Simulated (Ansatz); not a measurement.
Crystal: CaO.

```xyz
2
Lattice="0.0000 2.4036 2.4036 2.4036 0.0000 2.4036 2.4036 2.4036 0.0000" Properties=species:S:1:pos:R:3 pbc="T T T"
Ca    0.0000    0.0000    0.0000
O     2.4036    2.4036    2.4036
```

The cell is a database's computed one.

Below is the output of Ansatz 0.2.0 for this cell. Logs are shortened: lines on timing, memory, paths and dates and some standing lists are left out, and cuts for length are marked.

```text
Warning: RAYON_NUM_THREADS=1 ignored (pool sized by the plan → 1); use --threads N
LAPW: plane waves up to 7.388 Å⁻¹, error target 4.0e-3 eV per atom; small_component_spin mean_spin; O in spheres of 1.157 Å, 6 of its electrons in bands, Dirac shells []; Ca in spheres of 1.247 Å, 16 of its electrons in bands, Dirac shells [] (how accurate: hamiltonian.pseudopotentials.lapw.basis_error, Limitations)
Engine: ansatz 0.2.0, aarch64-unknown-linux-gnu
Pseudopotentials: kind: all_electron
Pseudopotential: Ca, LAPW, valence charge 16, lapw/all_electron/scalar/gaussian/Ca, Koelling and Harmon's equation, gaussian nucleus
Pseudopotential: O, LAPW, valence charge 6, lapw/all_electron/scalar/gaussian/O, Koelling and Harmon's equation, gaussian nucleus
Functional definition: PBE
  parameter kappa = 0.804
  parameter beta = 0.06672455060314922
  exchange = pbe_x(kappa = kappa, mu = beta*pi^2/3)
  correlation = pbe_c(beta = beta)
Crystal: 2 atoms, lattice volume = 27.771 Å³
Basis set: ecut = 207.9863122012601 eV, 169 PW (Γ), exchange–correlation at level 2
Bands: 15, of which v1, the nominal top of the filled ones, is band 11 counted from 1 (10 counted from 0)
Symmetry: 48 space group operations
Space group: Fm-3m (ITA 225), of the structure as read, at distance tolerance 3.0e-5 Å
k-points: 20 of 343
Non-local potential: Ca, projectors of the file, none
Non-local potential: O, projectors of the file, none
Initial density: superposition of atomic densities (chi_scale 0.1, normalization cell, long waves kept (reshape's long-wave potential 0.00 eV rms))
Initial wavefunctions: plane waves of lowest kinetic energy (no species holds an atomic orbital)
Functional: x = pbe(κ = 0.804, μ = 0.2195149727645171), c = pbe(β = 0.06672455060314922)
iter 1 solved again at ethr=1.09e-2 eV; its pass at ethr=1.00e-1 eV (dr2=2.39e0 eV) is discarded
SCF iter   1: F=—  HF=-20567.888491 eV  |F-HF|=—  |Δ(HF+E_count)|=         —  Δρ=7.98e-2  dr2=2.39e0  ethr=1.09e-2  ⟨swp⟩=2.0  Hψ=1947  notcnv=0
preconditioner: auto → none  [insulator: Δε(μ)=6.573 eV  Ē_g=19.218 eV  σ=0.060 eV  W_gap=1.00  n_scr=14 (ndim 8)  ℏωp=26.4 eV  f_vac=0.000  D(μ)=0.00/eV (n_scr^D=0)  ε∞_Penn≈2.9]
SCF iter   2: F=—  HF=-20567.270090 eV  |F-HF|=—  |Δ(HF+E_count)|=   6.18e-1  Δρ=4.04e-2  dr2=5.76e-1  ethr=1.09e-2  ⟨swp⟩=3.0  Hψ=1024  notcnv=0
SCF iter   3: F=—  HF=-20566.279475 eV  |F-HF|=—  |Δ(HF+E_count)|=   9.91e-1  Δρ=1.90e-2  dr2=1.36e-1  ethr=2.62e-3  ⟨swp⟩=3.0  Hψ=1056  notcnv=0
SCF iter   4: F=—  HF=-20566.288561 eV  |F-HF|=—  |Δ(HF+E_count)|=         —  Δρ=6.95e-3  dr2=1.95e-2  ethr=6.19e-4  ⟨swp⟩=2.1  Hψ=968  notcnv=0
the basis was enlarged: its passes take 37.3 KiB over the memory plan, 1 of 1 planned eigensolver slots
SCF iter   5: F=—  HF=-20566.277204 eV  |F-HF|=—  |Δ(HF+E_count)|=   1.14e-2  Δρ=3.87e-3  dr2=6.05e-3  ethr=8.86e-5  ⟨swp⟩=2.0  Hψ=954  notcnv=0
iter 6 solved again at ethr=4.13e-7 eV; its pass at ethr=2.75e-5 eV (dr2=9.08e-5 eV) is discarded
SCF iter   6: F=—  HF=-20566.273320 eV  |F-HF|=—  |Δ(HF+E_count)|=   3.88e-3  Δρ=4.76e-4  dr2=9.10e-5  ethr=4.13e-7  ⟨swp⟩=2.0  Hψ=1536  notcnv=0
SCF iter   7: F=—  HF=-20566.273253 eV  |F-HF|=—  |Δ(HF+E_count)|=   6.68e-5  Δρ=2.99e-5  dr2=3.29e-7  ethr=4.13e-7  ⟨swp⟩=2.0  Hψ=920  notcnv=0
SCF iter   8: F=-20566.273223 eV  HF=-20566.273223 eV  |F-HF|=4.42e-9  |Δ(HF+E_count)|=   3.02e-5  Δρ=2.00e-6  dr2=7.99e-10  ethr=1.50e-9  ⟨swp⟩=3.0  Hψ=1014  notcnv=0
SCF 1 converged in 8 iterations: F = -20566.273223 eV  dr2 = 7.99e-10
SCF converged after 8 iterations
Free energy (F): -20566.273223 eV
Harris-Foulkes:  -20566.273223 eV  (|F-HF|=4.42e-9)
Internal energy: -20566.273223 eV  (E = F + TS)
E sigma→0 (E₀):  -20566.273223 eV
Fermi energy:    10.013678 eV
--- Per-component energies (eV) ---
  E_band       = -1993.062893
  E_kinetic    = 20707.634687
  E_xc         = -1219.776322
  E_electrostatic = -40054.131589  (all electrons and nuclei)
  E_smearing   = -0.000000  (= −TS)
  E_closure    = 0.000000  (closes the sum)
  E_atoms      = -20553.464091  (free atoms, spherical and without spin; not in F)
  Σ components = -20566.273223   (vs F -20566.273223, Δ=0.00e0)
  Basis errors (estimates in eV, not in F): energy 1.5e-3 per atom: plane waves 1.5e-3 (8.3e-4 summed), levels above the bands 1.8e-44, relativity 2.2e-7, radial functions 6.9e-5, core shells 3.3e-6; eigenvalues (radial functions only) 1.2e-5; not estimated: angular momenta, meshes, grids; target (lapw.basis_error) 4.0e-3; muffin-tin radii O 1.157 Å, Ca 1.247 Å
--- Forces (eV/Å), atoms counted from 1 ---
  atom   1  Ca     0.00000000     0.00000000     0.00000000
  atom   2  O      0.00000000    -0.00000000    -0.00000000
  max |Σ_I F_I| component: 1.50e-30 eV/Å
--- Stress (GPa, compression-positive) ---
        1.608810      -0.000000      -0.000000
       -0.000000       1.608810      -0.000000
       -0.000000      -0.000000       1.608810
  P = ⅓ Tr σ = 1.6088 GPa (16.088 kbar)
--- Band table (eV; the first three rows and the last of 20) ---
  k-point 0: bands = ["-316.5713", "-316.5713", "-316.5713", "-29.4945", "-10.2563", "-10.2563", "-10.2563", "-7.3641", "8.1506", "8.1506", "8.1506", "12.8777", "14.3850", "14.3850", "14.3850"]
  k-point 1: bands = ["-316.5713", "-316.5713", "-316.5713", "-29.4755", "-10.5201", "-10.2665", "-10.2665", "-7.0877", "7.4852", "7.8857", "7.8857", "13.7363", "14.3456", "14.7248", "14.7248"]
  k-point 2: bands = ["-316.5713", "-316.5713", "-316.5713", "-29.4324", "-10.9998", "-10.2891", "-10.2891", "-6.5771", "6.3585", "7.3686", "7.3686", "14.5151", "15.4181", "15.5749", "15.5749"]
  k-point 19: bands = ["-316.5713", "-316.5713", "-316.5713", "-29.3635", "-10.8242", "-10.6964", "-10.4968", "-6.7077", "6.7223", "7.0301", "7.2030", "14.0508", "15.0828", "16.6406", "17.4771"]
```

Write the input and the command behind it.

Single point with PBE, no spin polarisation. The files as run (others can give the same):

input.yaml
```yaml
crystal:
  lattice:
    - [0.0, 2.403555696, 2.403555696]
    - [2.403555696, 0.0, 2.403555696]
    - [2.403555696, 2.403555696, 0.0]
  atoms:
    - { symbol: Ca, position: [0.0, 0.0, 0.0] }
    - { symbol: O, position: [0.5, 0.5, 0.5] }
kpoints:
  mp_grid: { grid: [7, 7, 7] }
scf:
  occupations: { method: fermi_dirac, width: 0.06 }
hamiltonian:
  xc: pbe
  pseudopotentials: { kind: all_electron, lapw: { basis_error: 0.004 } }
output:
  forces: true
  stress: true
  eigenvalues: true
```

Potentials or basis: all-electron LAPW, scalar-relativistic.
Launch:
```console
$ ansatz run input.yaml --threads 1 --pin off --max-ram 3072MiB --backend cpu --events-out ev --progress --plain --runs-dir out
```

Caveat: an odd mesh through Γ misses points on the zone boundary, where band edges often lie.
